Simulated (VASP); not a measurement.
A run of VASP 6.6.1:

Contents of INCAR:

```
SYSTEM = YN
PREC     = Accurate       ! precision mode
ENCUT    = 450            ! plane-wave cutoff, eV
EDIFF    = 1E-6           ! SCF threshold, eV
ISMEAR   = 0              ! smearing method
SIGMA    = 0.02           ! smearing width, eV
LREAL    = .FALSE.        ! projectors in reciprocal space
LASPH    = .TRUE.         ! aspherical terms in the spheres
NELM     = 100            ! most SCF steps
ALGO     = Fast           ! electronic algorithm
ISIF     = 2              ! what is computed and relaxed
LWAVE    = .FALSE.        ! write WAVECAR
LCHARG   = .TRUE.         ! write CHGCAR
GGA      = PE             ! functional
LELF     = .TRUE.         ! ELF
LVHAR    = .TRUE.
```

The input KPOINTS:

```
Automatic mesh
0
G
  6 6 6
  0 0 0
```

Contents of POSCAR:

```
YN
1.0
    0.0000000000      2.4385000000      2.4385000000
    2.4385000000      0.0000000000      2.4385000000
    2.4385000000      2.4385000000      0.0000000000
Y N
1 1
Direct
    0.0000000000      0.0000000000      0.0000000000
    0.5000000000      0.5000000000      0.5000000000
```

Potentials or basis: VASP PAW PBE potentials, release 64 (Y_sv_GW, N_GW).

Launch:

```bash
$ cat potpaw_PBE.64/Y_sv_GW/POTCAR potpaw_PBE.64/N_GW/POTCAR > POTCAR
$ mpirun -np 1 vasp_std > vasp.out
```

Hardware: 1 thread of Intel(R) Xeon(R) 6975P-C (Granite Rapids), on a shared host.

Question: Estimate the wall time of this run.

Answer: It took 8.4 s on 1 thread of Intel(R) Xeon(R) 6975P-C (Granite Rapids), with other jobs on the host, peak memory 0.13 GiB. Counts: scf iterations 17, k points 16.
